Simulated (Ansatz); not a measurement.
# Au (Cmcm) in Ansatz: further runs

One crystal, Au, is run at these levels: PBEsol; tasks: single point, equation of state.

Everything below comes from runs of Ansatz 0.2.0. Logs are shortened: lines on timing, memory, paths and dates and some standing lists are left out, and cuts for length are marked.

## 1. Starting point

The structure is orthorhombic, space group Cmcm (No. 63). The conventional cell has a = 2.823 Å, b = 5.112 Å, c = 4.893 Å, α = 90.00°, β = 90.00°, γ = 90.00°. Around Au (site symmetry m2m) lie 12 Au at 2.82 to 2.97 Å.

This isn't the form of Au at room conditions, which is fcc.

## 2. Single point, PBEsol, 16.59 Å³/atom (volume scaled by 0.94)

input.yaml

```yaml
crystal:
  lattice:
    - [1.3824996368, -2.5037564861, 0.0]
    - [1.3824996368, 2.5037564861, 0.0]
    - [0.0, 0.0, 4.7932809775]
  atoms:
    - { symbol: Au, position: [0.33467203, 0.66532797, 0.25] }
    - { symbol: Au, position: [0.66532797, 0.33467203, 0.75] }
kpoints:
  mp_grid: { grid: [11, 11, 6] }
scf:
  occupations: { method: fermi_dirac, width: 0.05 }
hamiltonian:
  xc: pbesol
  pseudopotentials: { kind: all_electron, lapw: { basis_error: 0.001 } }
output:
  forces: true
  stress: true
  eigenvalues: true
```

Potentials or basis: all-electron LAPW, scalar-relativistic.

Started as:

```sh
ansatz run input.yaml --threads 1 --pin off --max-ram 3072MiB --backend cpu --events-out ev --progress --plain --runs-dir out
```

Log:

```text
Warning: RAYON_NUM_THREADS=1 ignored (pool sized by the plan → 1); use --threads N
LAPW: plane waves up to 8.472 Å⁻¹, error target 1.0e-3 eV per atom; small_component_spin mean_spin; Au in spheres of 1.382 Å, 43 of its electrons in bands, Dirac shells [] (how accurate: hamiltonian.pseudopotentials.lapw.basis_error, Limitations)
Engine: ansatz 0.2.0, x86_64-unknown-linux-gnu
Pseudopotentials: kind: all_electron
Pseudopotential: Au, LAPW, valence charge 43, lapw/all_electron/scalar/gaussian/Au, Koelling and Harmon's equation, gaussian nucleus
Functional definition: PBEsol
  exchange = pbesol_x
  correlation = pbesol_c
Crystal: 2 atoms, lattice volume = 33.183 Å³
Basis set: ecut = 273.4874960633503 eV, 337 PW (Γ), FFT grids on a1+a2, a2, a3, exchange–correlation at level 2
Bands: 52, of which v1, the nominal top of the filled ones, is band 43 counted from 1 (42 counted from 0)
Symmetry: 8 space group operations
Space group: Cmcm (ITA 63), of the structure as read, at distance tolerance 3.2e-5 Å
k-points: 144 of 726
Non-local potential: Au, projectors of the file, none
Initial density: superposition of atomic densities (chi_scale 0.1, normalization cell)
Initial wavefunctions: plane waves of lowest kinetic energy (no species holds an atomic orbital)
Functional: x = pbesol(κ = 0.804, μ = 0.12345679012345678), c = pbesol(β = 0.046)
iter 1 solved again at ethr=2.31e-4 eV; its pass at ethr=1.00e-1 eV (dr2=1.98e-1 eV) is discarded
SCF iter   1: F=—  HF=-1034165.923534 eV  |F-HF|=—  |Δ(HF+E_count)|=         —  Δρ=3.12e-2  dr2=1.99e-1  ethr=2.31e-4  ⟨swp⟩=3.0  Hψ=46162  notcnv=0
preconditioner: auto → LDOS  [metal: Δε(μ)=0.088 eV  Ē_g=15.844 eV  σ=0.050 eV  W_gap=0.38  n_scr=22 (ndim 8)  ℏωp=30.2 eV  f_vac=0.038  D(μ)=0.92/eV (n_scr^D=2)  β→1.0]
iter 2 solved again at ethr=9.03e-6 eV; its pass at ethr=2.31e-4 eV (dr2=7.76e-3 eV) is discarded
SCF iter   2: F=—  HF=-1034165.871014 eV  |F-HF|=—  |Δ(HF+E_count)|=   5.25e-2  Δρ=6.87e-3  dr2=7.76e-3  ethr=9.03e-6  ⟨swp⟩=2.0  Hψ=38690  notcnv=0
SCF iter   3: F=—  HF=-1034165.338892 eV  |F-HF|=—  |Δ(HF+E_count)|=   5.32e-1  Δρ=4.60e-3  dr2=4.27e-3  ethr=9.03e-6  ⟨swp⟩=3.0  Hψ=24502  notcnv=0
SCF iter   4: F=—  HF=-1034165.322105 eV  |F-HF|=—  |Δ(HF+E_count)|=   1.68e-2  Δρ=1.58e-3  dr2=5.06e-4  ethr=4.97e-6  ⟨swp⟩=2.0  Hψ=21621  notcnv=0
SCF iter   5: F=—  HF=-1034165.321854 eV  |F-HF|=—  |Δ(HF+E_count)|=   2.50e-4  Δρ=2.94e-4  dr2=1.76e-5  ethr=5.88e-7  ⟨swp⟩=2.0  Hψ=21620  notcnv=0
SCF iter   6: F=-1034165.321871 eV  HF=-1034165.321871 eV  |F-HF|=7.37e-8  |Δ(HF+E_count)|=   1.61e-5  Δρ=1.83e-5  dr2=5.76e-8  ethr=2.05e-8  ⟨swp⟩=2.1  Hψ=21631  notcnv=0
SCF 1 converged in 6 iterations: F = -1034165.321871 eV  dr2 = 5.76e-8
SCF converged after 6 iterations
Free energy (F): -1034165.321871 eV
Harris-Foulkes:  -1034165.321871 eV  (|F-HF|=7.37e-8)
Internal energy: -1034165.314653 eV  (E = F + TS)
E sigma→0 (E₀):  -1034165.318262 eV
Entropy (-TS):   -0.007217 eV (-3.609 meV/atom)
Fermi energy:    25.813636 eV
--- Per-component energies (eV) ---
  E_band       = -7631.338604
  E_kinetic    = 1178607.069485
  E_xc         = -19543.723600
  E_electrostatic = -2193228.660538  (all electrons and nuclei)
  E_smearing   = -0.007217  (= −TS)
  E_closure    = -0.000000  (closes the sum)
  E_atoms      = -1034157.510330  (free atoms, spherical and without spin; not in F)
  Σ components = -1034165.321871   (vs F -1034165.321871, Δ=0.00e0)
  Basis errors (estimates in eV, not in F): energy 2.4e-4 per atom: plane waves 2.3e-4 (1.2e-4 summed), levels above the bands 1.3e-172, relativity 7.3e-9, radial functions 1.5e-5, core shells 5.5e-8; eigenvalues (radial functions only) 1.7e-5; not estimated: angular momenta, meshes, grids; target (lapw.basis_error) 1.0e-3; muffin-tin radii Au 1.382 Å
--- Forces (eV/Å), atoms counted from 1 ---
  atom   1  Au     0.00000000    -0.04286005     0.00000000
  atom   2  Au     0.00000000     0.04286005     0.00000000
  max |Σ_I F_I| component: 0.00e0 eV/Å
--- Stress (GPa, compression-positive) ---
        9.241791       0.000000       0.000000
        0.000000       3.341074       0.000000
        0.000000       0.000000       3.208580
  P = ⅓ Tr σ = 5.2638 GPa (52.638 kbar)
--- Band table (eV; the first three rows and the last of 144) ---
  k-point 0: bands = ["-296.7839", "-296.7839", "-296.7801", "-296.7801", "-296.7755", "-296.7755", "-296.7703", "-296.7703", "-296.7698", "-296.7698", "-79.7193", "-79.7081", "-52.7452", "-52.7452", "-52.7451", "-52.7451", "-52.7451", "-52.7447", "-52.7395", "-52.7393", "-52.7390", "-52.7388", "-52.7354", "-52.7354", "-52.7317", "-52.7316", "-31.2234", "-31.0342", "-31.0233", "-31.0075", "-31.0042", "-30.9947", "15.6528", "18.1523", "20.7673", "20.8342", "21.2069", "21.4735", "21.7597", "22.1739", "22.3700", "23.6263", "23.7175", "24.4351", "28.5564", "40.2953", "41.3205", "42.5295", "44.3085", "45.2931", "46.4574", "47.7608"]
  k-point 1: bands = ["-296.7839", "-296.7839", "-296.7801", "-296.7801", "-296.7755", "-296.7755", "-296.7703", "-296.7703", "-296.7698", "-296.7698", "-79.7186", "-79.7089", "-52.7452", "-52.7452", "-52.7451", "-52.7451", "-52.7451", "-52.7447", "-52.7395", "-52.7392", "-52.7390", "-52.7389", "-52.7354", "-52.7354", "-52.7316", "-52.7316", "-31.2091", "-31.0325", "-31.0219", "-31.0214", "-31.0062", "-30.9966", "15.8830", "18.1309", "20.7185", "20.8026", "21.1387", "21.4173", "21.6928", "22.3306", "22.5417", "23.2466", "23.5809", "23.6848", "30.1942", "39.7895", "41.6731", "42.0460", "43.9225", "44.9719", "46.8329", "47.3904"]
  k-point 2: bands = ["-296.7839", "-296.7839", "-296.7801", "-296.7801", "-296.7755", "-296.7755", "-296.7703", "-296.7703", "-296.7698", "-296.7698", "-79.7165", "-79.7109", "-52.7452", "-52.7452", "-52.7452", "-52.7451", "-52.7450", "-52.7448", "-52.7394", "-52.7392", "-52.7391", "-52.7390", "-52.7354", "-52.7354", "-52.7316", "-52.7316", "-31.1700", "-31.0623", "-31.0265", "-31.0161", "-31.0117", "-31.0018", "16.5226", "17.9503", "20.6415", "20.7793", "20.9851", "21.3647", "21.5434", "21.6390", "22.7038", "22.9073", "23.4157", "23.5520", "33.2028", "38.8588", "41.0436", "41.1910", "43.7325", "44.7961", "45.3389", "46.3232"]
  k-point 143: bands = ["-296.7839", "-296.7839", "-296.7801", "-296.7801", "-296.7755", "-296.7755", "-296.7703", "-296.7703", "-296.7698", "-296.7698", "-79.7046", "-79.7046", "-52.7457", "-52.7457", "-52.7447", "-52.7447", "-52.7446", "-52.7446", "-52.7397", "-52.7397", "-52.7396", "-52.7396", "-52.7353", "-52.7353", "-52.7314", "-52.7314", "-31.2301", "-31.2301", "-31.0714", "-31.0714", "-31.0513", "-31.0513", "18.5285", "18.5285", "19.6674", "19.6674", "22.5288", "22.5288", "23.2867", "23.2867", "24.0500", "24.0500", "25.6093", "25.6093", "30.1604", "30.1604", "38.6811", "38.6811", "40.6272", "40.6272", "43.6825", "43.6825"]
```

It took 1.9 min on 1 thread of Intel Xeon at 2.50GHz (Skylake/Cascade Lake), shared host; peak memory 0.68 GiB.

What came out:

| Quantity | Value |
| --- | --- |
| Free energy | -1034165.3219 eV |
| Pressure | 5.3 GPa |
| Largest force | 0.043 eV/Å |
| Band gap on the k mesh | none (metal or under the smearing width) |

## 3. Single point, PBEsol, 16.94 Å³/atom (volume scaled by 0.96)

input.yaml: that of step 2 with these lines changed.

```diff
@@ -2,5 +2,5 @@
   lattice:
-    - [1.3824996368, -2.5037564861, 0.0]
-    - [1.3824996368, 2.5037564861, 0.0]
-    - [0.0, 0.0, 4.7932809775]
+    - [1.3922358705, -2.521389155, 0.0]
+    - [1.3922358705, 2.521389155, 0.0]
+    - [0.0, 0.0, 4.8270375896]
   atoms:
```

Potentials or basis: all-electron LAPW, scalar-relativistic.

Started as:

```sh
ansatz run input.yaml --threads 1 --pin off --max-ram 3072MiB --backend cpu --events-out ev --progress --plain --runs-dir out
```

Wall time 1.8 min (1 thread of Intel Xeon at 2.50GHz (Skylake/Cascade Lake), shared host); peak memory 0.68 GiB.

The run converged. Its results:

| Item | Value |
| --- | --- |
| Free energy | -1034165.3360 eV |
| Pressure | 1.2 GPa |
| Largest force | 0.035 eV/Å |
| Band gap on the k mesh | none (metal or under the smearing width) |

## 4. Single point, PBEsol, 17.30 Å³/atom (volume scaled by 0.98)

input.yaml: that of step 3 with these lines changed.

```diff
@@ -2,5 +2,5 @@
   lattice:
-    - [1.3922358705, -2.521389155, 0.0]
-    - [1.3922358705, 2.521389155, 0.0]
-    - [0.0, 0.0, 4.8270375896]
+    - [1.4018378006, -2.5387785952, 0.0]
+    - [1.4018378006, 2.5387785952, 0.0]
+    - [0.0, 0.0, 4.860328556]
   atoms:
```

Started as:

```sh
ansatz run input.yaml --threads 1 --pin off --max-ram 3072MiB --backend cpu --events-out ev --progress --plain --runs-dir out
```

Run time: 1.7 min. Hardware: 1 thread of Intel Xeon at 2.50GHz (Skylake/Cascade Lake), shared host; peak memory 0.67 GiB.

The run converged. Its results:

```
Free energy            : -1034165.3336 eV
Pressure               : -2.2 GPa
Largest force          : 0.028 eV/Å
Band gap on the k mesh : none (metal or under the smearing width)
```

## 5. Single point, PBEsol, 17.65 Å³/atom

input.yaml: that of step 4 with these lines changed.

```diff
@@ -2,5 +2,5 @@
   lattice:
-    - [1.4018378006, -2.5387785952, 0.0]
-    - [1.4018378006, 2.5387785952, 0.0]
-    - [0.0, 0.0, 4.860328556]
+    - [1.411309965, -2.555933025, 0.0]
+    - [1.411309965, 2.555933025, 0.0]
+    - [0.0, 0.0, 4.89316961]
   atoms:
```

Started as:

```sh
ansatz run input.yaml --threads 1 --pin off --max-ram 3072MiB --backend cpu --events-out ev --progress --plain --runs-dir out
```

Run time: 1.8 min. Hardware: 1 thread of Intel Xeon at 2.50GHz (Skylake/Cascade Lake), shared host; peak memory 0.67 GiB.

It converged, with:

```yaml
Free_energy: -1034165.3169 eV
Pressure: -5.3 GPa
Largest_force: 0.021 eV/Å
Band_gap_on_the_k_mesh: none (metal or under the smearing width)
```

## 6. Single point, PBEsol, 18.00 Å³/atom (volume scaled by 1.02)

input.yaml: that of step 5 with these lines changed.

```diff
@@ -2,5 +2,5 @@
   lattice:
-    - [1.411309965, -2.555933025, 0.0]
-    - [1.411309965, 2.555933025, 0.0]
-    - [0.0, 0.0, 4.89316961]
+    - [1.420656661, -2.5728602271, 0.0]
+    - [1.420656661, 2.5728602271, 0.0]
+    - [0.0, 0.0, 4.9255756512]
   atoms:
```

Potentials or basis: all-electron LAPW, scalar-relativistic.

Started as:

```sh
ansatz run input.yaml --threads 1 --pin off --max-ram 3072MiB --backend cpu --events-out ev --progress --plain --runs-dir out
```

It took 1.8 min on 1 thread of Intel Xeon at 2.50GHz (Skylake/Cascade Lake), shared host; peak memory 0.68 GiB.

It converged, with:

* Free energy: -1034165.2878 eV
* Pressure: -7.9 GPa
* Largest force: 0.014 eV/Å
* Band gap on the k mesh: none (metal or under the smearing width)

## 7. Single point, PBEsol, 18.36 Å³/atom (volume scaled by 1.04)

input.yaml: that of step 6 with these lines changed.

```diff
@@ -2,5 +2,5 @@
   lattice:
-    - [1.420656661, -2.5728602271, 0.0]
-    - [1.420656661, 2.5728602271, 0.0]
-    - [0.0, 0.0, 4.9255756512]
+    - [1.4298819627, -2.5895675798, 0.0]
+    - [1.4298819627, 2.5895675798, 0.0]
+    - [0.0, 0.0, 4.9575608049]
   atoms:
```

Started as:

```sh
ansatz run input.yaml --threads 1 --pin off --max-ram 3072MiB --backend cpu --events-out ev --progress --plain --runs-dir out
```

Run time: 1.8 min. Hardware: 1 thread of Intel Xeon at 2.50GHz (Skylake/Cascade Lake), shared host; peak memory 0.68 GiB.

It converged, with:

| Item | Value |
| --- | --- |
| Free energy | -1034165.2479 eV |
| Pressure | -10.2 GPa |
| Largest force | 0.006 eV/Å |
| Band gap on the k mesh | none (metal or under the smearing width) |

## 8. Single point, PBEsol, 18.71 Å³/atom (volume scaled by 1.06)

input.yaml: that of step 7 with these lines changed.

```diff
@@ -2,5 +2,5 @@
   lattice:
-    - [1.4298819627, -2.5895675798, 0.0]
-    - [1.4298819627, 2.5895675798, 0.0]
-    - [0.0, 0.0, 4.9575608049]
+    - [1.4389897367, -2.6060620855, 0.0]
+    - [1.4389897367, 2.6060620855, 0.0]
+    - [0.0, 0.0, 4.9891384766]
   atoms:
```

Started as:

```sh
ansatz run input.yaml --threads 1 --pin off --max-ram 3072MiB --backend cpu --events-out ev --progress --plain --runs-dir out
```

Wall time 1.7 min (1 thread of Intel Xeon at 2.50GHz (Skylake/Cascade Lake), shared host); peak memory 0.67 GiB.

It converged, with:

```
Free energy            : -1034165.1987 eV
Pressure               : -12.1 GPa
Band gap on the k mesh : none (metal or under the smearing width)
```

## 9. Equation of state, PBEsol

Potentials or basis: all-electron LAPW, scalar-relativistic.

No new run: the results of the series are fitted here.

What came out:

| Item | Value |
| --- | --- |
| Equilibrium volume | 17.07 Å³/atom |
| Bulk modulus at fixed shape and positions | 172 GPa |
| Pressure derivative of the bulk modulus | 5.8 |

Energy against volume, from the lowest point:
```csv
volume (Å³/atom),energy (meV/atom)
16.592,7.07
16.945,0.00
17.298,1.19
17.651,9.54
18.004,24.10
18.357,44.04
18.710,68.64
```

Caveat: the cell was scaled at fixed shape and fractional positions, which overstates the stiffness of a crystal with free parameters, most of all of layers and chains. Spin-orbit coupling is left out, which matters for the levels of Au.
